**Question: Why does LDA shrink diamond and silicon by similar fractions?**

I have been comparing computed lattice constants with measured ones for six crystals that turn up in devices, hard coatings and heat spreaders.

Quantum ESPRESSO 7.5 calculations with LDA for six cubic crystals, without spin polarization or spin-orbit coupling and with Fermi-Dirac smearing of 0.05 eV. Each computed lattice constant is that of the conventional cubic cell, taken from the volume at the minimum of an energy curve fitted to seven volumes.

```
formula  space group  volume of the given cell (Å³/atom)               potentials or basis  wave cutoff (eV)    k-mesh  computed lattice constant (Å)  measured lattice constant (Å)                   source  computed over measured, less one (%)
      W        Im-3m                               15.85                      GBRV 1.5 LDA               612  12x12x12                          3.137                        3.16047  arXiv:2311.02034 (2023)                                 -0.74
      C        Fd-3m                                5.67  PseudoDojo 0.4.1 SR LDA standard              1116  13x13x13                          3.537                          3.567       pmc:9553866 (2022)                                 -0.83
     Ir        Fm-3m                               14.06  PseudoDojo 0.4.1 SR LDA standard               762  12x12x12                          3.807                          3.837       pmc:6586894 (2019)                                 -0.78
    SiC        F-43m                               10.35  PseudoDojo 0.4.1 SR LDA standard              1116  10x10x10                          4.326                         4.3589       pmc:6267454 (2018)                                 -0.76
    BAs        F-43m                               13.63  PseudoDojo 0.4.1 SR LDA standard              1088  10x10x10                          4.732                        4.77659  arXiv:1906.04101 (2019)                                 -0.93
     Si        Fd-3m                               20.16                      GBRV 1.5 LDA               612     8x8x8                          5.401                         5.4307       pmc:4865310 (2001)                                 -0.56
```

Every computed constant is too small, which I gather is usual for LDA. What puzzles me is how similar the percentages are. Diamond is almost five times as stiff as silicon, so the same spurious pull should shrink silicon far more, yet silicon comes out best of all. Is there a reason for a nearly common fraction? Can I correct for it when I work out the misfit of a film on a wafer? And do the differences between the rows mean anything?

**Answer**

There is a reason: the spurious pull isn't the same in each crystal. It tends to be stronger in stiffer crystals, so the resulting fraction varies much less than the stiffness does.

Start with your own argument, which is sound as mechanics. Let *p* be an inward pull, expressed as a pressure, and *B* the bulk modulus, the resistance to a change of volume. The pull shrinks the volume by the fraction *p*/*B*, and the lattice constant by a third of that:

shortfall = *p* / (3*B*)

The bulk moduli follow from the same energy curves as the lattice constants. A single pull for all six crystals, chosen by least squares, comes to 3.3 GPa. For diamond, with *B* = 465 GPa, it predicts a shortfall of 0.24%, where the table has 0.83%. For silicon it errs the other way and predicts about twice the shortfall found.

The opposite rule, one common fraction for all, does much better. Its best value is simply the mean of the six rows, 0.77%, and the typical miss is 0.11 percentage points, against 0.45 for the common pull. Read backwards, it gives the pull in each crystal. For diamond, *p* = 3 × 465 GPa × 0.0077 ≈ 11 GPa. Diamond was one of the six rows behind the mean, so this illustrates the rule and is no independent test of it.

You can also picture the pull as a tension. Stretch the LDA crystal to its measured size, and its energy curve says how hard it pulls back: about 11 GPa in diamond and 1.6 GPa in silicon. The energy involved is tiny, below 10 meV per atom in every row, while the bonds themselves are worth several eV per atom. A lattice constant reacts to the slope of the energy, so a small error that changes steadily with distance is enough to shift it.

**Where the pull comes from**

The numbers show the sign and size of the shortfall; the origin of the LDA error behind it has to be argued from theory. LDA treats each small region of a crystal as if it belonged to a uniform electron gas of the same density. In a free atom the density falls off steeply, and LDA makes the energy too high. When atoms bond, their outer shells overlap and fill the space between them with a more even density, for which LDA is a better description. The error shrinks, so bonding earns an undeserved bonus. The bonus grows as the atoms move closer, and that is the inward pull.

The same overlap of outer shells also governs stiffness, because it determines how fast the energy changes when the atoms are pushed together or drawn apart. Where the overlap changes quickly with distance, both the true restoring force and the LDA error in it tend to be large. Their ratio, which sets the fractional shortfall, can then stay similar from crystal to crystal. This is a tendency and not a law, so a spread between rows is no surprise.

Diamond and silicon show how much of this is a matter of scale. Both have the same structure and four valence electrons per atom, but an atom in silicon takes up (5.401/3.537)³ ≈ 3.6 times the volume. Pressure and bulk modulus are both energies per volume. Similar energy changes per atom, packed into the smaller volume of diamond, therefore give a higher bulk modulus and a stronger spurious pull together. Volume alone accounts for most of the nearly fivefold difference in stiffness.

The argument also tells you what to expect from a neighbouring method. Functionals with a gradient correction, such as PBE, lower the energy of uneven densities and so take away much of the undeserved bonus. For the same kinds of crystal they usually err towards lattice constants that are too large.

**What this means for a film on a wafer**

A common fractional error cancels when you divide one computed constant by another, but only as far as it really is common. Cubic SiC on silicon is a demanding case, because about five SiC cells fit on four silicon cells and only a small misfit is left. From the measured constants it is 5 × 4.3589 / (4 × 5.4307) − 1 = 0.33%, so a film held to this five-on-four match is slightly too large and is squeezed, leaving aside any strain from growth and cooling. With both constants from LDA the misfit is 0.12%: the sign survives, but most of the size is lost.

The lost 0.2 points are the difference between the two shortfalls, 0.76% for SiC and 0.56% for silicon. Mixing the sources is worse. A computed SiC constant on a measured silicon constant gives −0.43%, which turns a squeezed film into a stretched one. For a small misfit, take both constants from measurement. If you have to compute, compute both, and don't trust a result of a few tenths of a per cent.

**What the differences between rows mean**

Part of each shortfall isn't an error of LDA at all, and that part differs from row to row. The measured crystals vibrate, even at absolute zero, and vibration swells them; the computed ones consist of atoms at rest. The part present at absolute zero can be estimated from the zero-point energy per atom divided by 3*BV*, where *V* is the volume per atom. This assumes that the vibration frequencies fall by about 1% when the volume grows by 1%. With rough Debye temperatures this gives tenths of a per cent in diamond and only hundredths in tungsten and iridium. Heating to the temperature of the measurement adds a further expansion, which this estimate leaves out. The tension described above therefore includes some pressure from vibration. In diamond the estimate comes to about half of the shortfall, so only about half of the 11 GPa may be due to LDA itself.

This changes how diamond and silicon compare. Diamond looks worse by 0.27 points, but its light atoms and stiff bonds also give it the larger zero-point swelling, and the difference in swelling is of about that size. The two rows are thus no evidence that LDA describes diamond less well. Silicon was also computed with a different family of potentials from diamond, which may shift its constant slightly; that effect is untested here.

The same caution applies to bonding type. The four tetrahedral crystals fall short by 0.77% on average and the two metals by 0.76%, as if bonding made no difference. Yet zero-point motion takes a larger share of the shortfall in the tetrahedral group, so equal averages don't imply equal errors of LDA. Taking off the rough estimate leaves about 0.5% for the tetrahedral crystals and 0.7% for the metals, so some of the closeness of the six rows may be accidental. The metals were also computed without spin-orbit coupling, whose effect on these two heavy elements is untested here.

Nor would I rank tungsten, SiC and iridium, which lie within 0.04 points of each other. For tungsten, the energy curve gives a shortfall of 0.74%, but the pressures printed by the same calculation vanish at a smaller volume and imply 0.96%. A finite set of plane waves is the usual cause of such a disagreement, though I can't confirm it from these results. Iridium shows a smaller gap of the same kind.

That leaves BAs, which has the largest shortfall in the table, 0.93%. Zero-point motion doesn't single it out, since the same rough estimate is no smaller for SiC, which falls short by less. With one arsenide in the set, I can't separate a real weakness of LDA for this compound from an effect of the potentials or of the measured sample. I would treat its excess over the average as unexplained.
